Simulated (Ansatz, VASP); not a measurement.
# One calculation of CdS (Hawleyite), two programs

```
Cd S
1.0
     0.00000    2.91650    2.91650
     2.91650    0.00000    2.91650
     2.91650    2.91650    0.00000
Cd S
1 1
Direct
  0.00000 0.00000 0.00000
  0.75000 0.75000 0.75000
```

Alike in both runs: task single point; functional PBE; k mesh 8 × 8 × 8; occupations gaussian, width 0.022 eV; no spin polarisation.

```csv
,VASP,Ansatz
version,VASP 6.6.1,Ansatz 0.2.0
potentials or method,"VASP PAW PBE potentials, release 64 (Cd, S), cutoff 520 eV","all-electron LAPW, scalar-relativistic"
```

|  | VASP | Ansatz | Ansatz less VASP |
| --- | --- | --- | --- |
| gap on the k mesh at the Fermi level (eV) | 1.15 | 1.15 | -0.004 |
| least direct gap on the mesh (eV) | 1.15 | 1.15 | -0.004 |
| pressure (GPa) | 3.2 | 2.9 | -0.32 |

Ansatz ran all-electron here, so the differences hold the error of VASP's frozen core and of both bases.
